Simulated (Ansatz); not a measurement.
Crystal: La.

```
CELL_PARAMETERS angstrom
3.77000 0.00000 0.00000
-1.88500 3.26492 0.00000
0.00000 0.00000 12.15900
ATOMIC_POSITIONS crystal
La 0.66667 0.33333 0.25000
La 0.33333 0.66667 0.75000
La 0.00000 0.00000 0.50000
La 0.00000 0.00000 0.00000
```

Base run:

| Quantity | Value |
| --- | --- |
| Program | Ansatz 0.2.0 |
| Functional | PBE |
| Potentials or basis | all-electron LAPW, scalar-relativistic |
| Cutoff | 111 eV |
| Density cutoff | 445 eV |
| Basis error allowed | 0.002 eV/atom |
| k mesh | 8 × 8 × 3 |
| Occupations | fermi-dirac, width 0.05 eV |
| Spin | no spin polarisation |

Its results: pressure -0.2 GPa.

Q: The run is repeated on the same cell with these changes: functional from PBE to LDA. What comes out?

A: Pressure -3.6 GPa.

LDA binds more tightly than PBE, so the same cell stands under less pressure.

Not every run made on this cell is shown here.
